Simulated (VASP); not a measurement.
A run of VASP 6.6.1:

Contents of INCAR:

```
ALGO = Fast ; EDIFF = 1E-8
ENCUT = 520 ; GGA = CA
ISIF = 2 ; ISMEAR = -1
ISPIN = 2 ; LASPH = True
LCHARG = False ; LEFG = True
LMAXMIX = 6 ; LORBIT = 11
LREAL = False ; LWAVE = False
MAGMOM = 7 0 ; NBANDS = 22
NELM = 150 ; PREC = Accurate
SIGMA = 0.08
```

Contents of KPOINTS:

```
k-points
0
Gamma
  10 10 10
```

File POSCAR:

```
EuS
1.0
    0.0000000000      2.9627053084      2.9627053084
    2.9627053084      0.0000000000      2.9627053084
    2.9627053084      2.9627053084      0.0000000000
Eu S
1 1
Direct
    0.0000000000      0.0000000000      0.0000000000
    0.5000000000      0.5000000000      0.5000000000
```

Potentials or basis: VASP PAW PBE potentials, release 64 (Eu, S).

Run with:

```bash
$ cat potpaw_PBE.64/Eu/POTCAR potpaw_PBE.64/S/POTCAR > POTCAR
$ mpirun -np 1 vasp_std > vasp.out
```

Hardware: 1 thread of Intel(R) Xeon(R) Platinum 8259CL CPU @ 2.50GHz (Skylake/Cascade Lake), on a shared host.

**Question.** How long does it take, and how much memory?

**Answer.** Run time: 7.7 min on 1 thread of Intel(R) Xeon(R) Platinum 8259CL CPU @ 2.50GHz (Skylake/Cascade Lake), with other jobs on the host, peak memory 0.24 GiB. Counts: scf iterations 50, k points 47.
